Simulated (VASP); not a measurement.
The system is MoS2.

```
CELL_PARAMETERS angstrom
3.56395 0.00000 0.00000
-1.78197 3.08647 0.00000
0.00000 0.00000 5.74939
ATOMIC_POSITIONS crystal
Mo 0.00000 0.00000 0.00000
S 0.33333 0.66667 0.25200
S 0.66667 0.33333 0.74800
```

Measurements of this composition are mostly on another form, of space group No. 194.

Base run:

| Item | Value |
| --- | --- |
| Program | VASP 6.6.1 |
| Functional | PBE |
| Potentials or basis | VASP PAW PBE potentials, release 64 (Mo_sv, S) |
| Cutoff | 520 eV |
| k mesh | 6 × 6 × 4 |
| Occupations | gaussian, width 0.05 eV |
| Spin | collinear spin, ferromagnetic start |
| Starting moments | [1.0, 0.0, 0.0] μB |
| Hubbard terms | Mo d U = 6 eV |

Its results: pressure 1.7 GPa; site moments Mo +2.58; S -0.28 μB; largest force 0.082 eV/Å.

Q: The run is repeated on the same cell with these changes: further incar settings from ALGO = Fast; EDIFF = 1e-06; NBANDS = 24 to ALGO = Normal; EDIFF = 1e-07; NBANDS = 24; fixed moment from none to 0 μB. What comes out?

A: Pressure -1.5 GPa; site moments Mo -0.49; S +0.20 μB; largest force 0.222 eV/Å.

Caveats: this functional lacks dispersion, which binds the layers, so the pressure and a relaxed spacing across them are unreliable; the total moment is fixed, so each spin has its own Fermi level (some runs).
